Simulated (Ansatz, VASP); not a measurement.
# Sr in VASP and in Ansatz

File INCAR:

```
SYSTEM = Sr
PREC = Accurate ; ENCUT = 520
EDIFF = 1E-6 ; ISMEAR = 0
SIGMA = 0.1 ; LREAL = .FALSE.
LASPH = .TRUE. ; NELM = 100
ALGO = Normal ; ISIF = 2
LWAVE = .FALSE. ; LCHARG = .TRUE.
GGA = PE ; LELF = .TRUE.
LVHAR = .TRUE. ; NBANDS = 11
```

KPOINTS

```
Automatic mesh
0
G
  12 12 12
  0 0 0
```

Contents of POSCAR:

```
Sr
1.0
   -2.4310666279      2.4310666279      2.4310666279
    2.4310666279     -2.4310666279      2.4310666279
    2.4310666279      2.4310666279     -2.4310666279
Sr
1
Direct
    0.0000000000      0.0000000000      0.0000000000
```

Input for Ansatz:

```yaml
crystal:
  lattice:
    - [-2.4310666279, 2.4310666279, 2.4310666279]
    - [2.4310666279, -2.4310666279, 2.4310666279]
    - [2.4310666279, 2.4310666279, -2.4310666279]
  atoms:
    - { symbol: Sr, position: [0.0, 0.0, 0.0] }
basis:
  ecutwfc: 420
kpoints:
  mp_grid: { grid: [12, 12, 12] }
hamiltonian:
  xc: pbe
scf:
  occupations: { method: gaussian, width: 0.1 }
output:
  forces: true
  stress: true
  eigenvalues: true
```

Alike in both runs: task single point; functional PBE; k mesh 12 × 12 × 12; occupations gaussian, width 0.1 eV; no spin polarisation.

|  | VASP | Ansatz |
| --- | --- | --- |
| version | VASP 6.6.1 | Ansatz 0.2.0 |
| potentials or method | VASP PAW PBE potentials, release 64 (Sr_sv) | scalar-relativistic, plane waves, PAW |
| plane-wave cutoff (eV) | 520 | 420 |
| valence electrons in the cell | 10 | 10 |

```tsv
	VASP	Ansatz	Ansatz less VASP
gap on the k mesh at the Fermi level (eV)	none	none	-
pressure (GPa)	-0.7	-0.7	0.00
```

A gap of «none» marks a metal or a gap that the smearing closes. With one functional, cell and mesh, what is left measures potentials, basis and numerics.
